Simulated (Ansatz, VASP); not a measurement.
Two plane-wave programs on InAgSe2

```xyz
8
Lattice="-2.9828 2.9828 5.7159 2.9828 -2.9828 5.7159 2.9828 2.9828 -5.7159" Properties=species:S:1:pos:R:3 pbc="T T T"
In    2.9828    0.0000    2.8579
In    0.0000    0.0000    5.7159
Ag    0.0000    2.9828    2.8579
Ag    0.0000    0.0000    0.0000
Se    1.4914   -1.4914    4.2869
Se    1.4914    1.4914    7.1449
Se   -1.4914    1.4914    4.2869
Se    1.4914    1.4914    1.4290
```

Change from the starting cell: volume scaled by 0.94.

Alike in both runs: task single point; functional PBE; k mesh 6 × 6 × 6; occupations fermi-dirac, width 0.05 eV; no spin polarisation.

|  | VASP | Ansatz |
| --- | --- | --- |
| version | VASP 6.6.1 | Ansatz 0.2.0 |
| potentials or method | VASP PAW PBE potentials, release 64 (In_d, Ag, Se) | Ansatz PAW |
| plane-wave cutoff (eV) | 520 | 420 |
| valence electrons in the cell | 72 | 128 |

|  | VASP | Ansatz | Ansatz less VASP |
| --- | --- | --- | --- |
| gap on the k mesh at the Fermi level (eV) | 0.06 | 0.05 | -0.004 |
| least direct gap on the mesh (eV) | 0.06 | 0.05 | -0.004 |
| pressure (GPa) | 8.1 | 8.0 | -0.04 |
| rms of the force components (eV/Å) | 0.028 | 0.026 | -0.0023 |

Atom by atom the forces differ by 0.002 eV/Å (rms over components). The two sets of potentials don't hold the same shells in valence.

Caveats: spin-orbit coupling is left out, which moves the levels of the heavy elements; the cell's inner coordinates are idealised or old, which leaves forces on the atoms.
